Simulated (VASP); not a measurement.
Mg, 1 atom in the cell. It takes space group Fm-3m (No. 225, cubic). Conventional cell: a = 4.518 Å, b = 4.518 Å, c = 4.518 Å, α = 90.00°, β = 90.00°, γ = 90.00°. Around Mg (site symmetry m-3m) lie 12 Mg at 3.19 Å. This isn't the form of Mg at room conditions, which is hcp. The cell isn't the ideal one: volume scaled by 1.02.

```yaml
Program: VASP 6.6.1
Task: single point
Functional: PBE
Potentials_or_basis: VASP PAW PBE potentials, release 64 (Mg)
Cutoff: 520 eV
k_mesh: 10 × 10 × 10
Occupations: methfessel-paxton, width 0.025 eV
Spin: no spin polarisation
Dipole_correction: no
Further_INCAR_settings: ALGO = Normal; EDIFF = 1e-07; NBANDS = 7
```

Potentials or basis: VASP PAW PBE potentials, release 64 (Mg).

Launch:

```console
$ cat potpaw_PBE.64/Mg/POTCAR > POTCAR
$ mpirun -np 1 vasp_std > vasp.out
```

Hardware: 1 thread of Intel(R) Xeon(R) Platinum 8488C (Sapphire Rapids), with other jobs on the host.

Q: Estimate the wall time of this run.

A: Run time: 3.9 s on 1 thread of Intel(R) Xeon(R) Platinum 8488C (Sapphire Rapids), on a shared host, peak memory 0.13 GiB. Counts: scf iterations 11, k points 47.
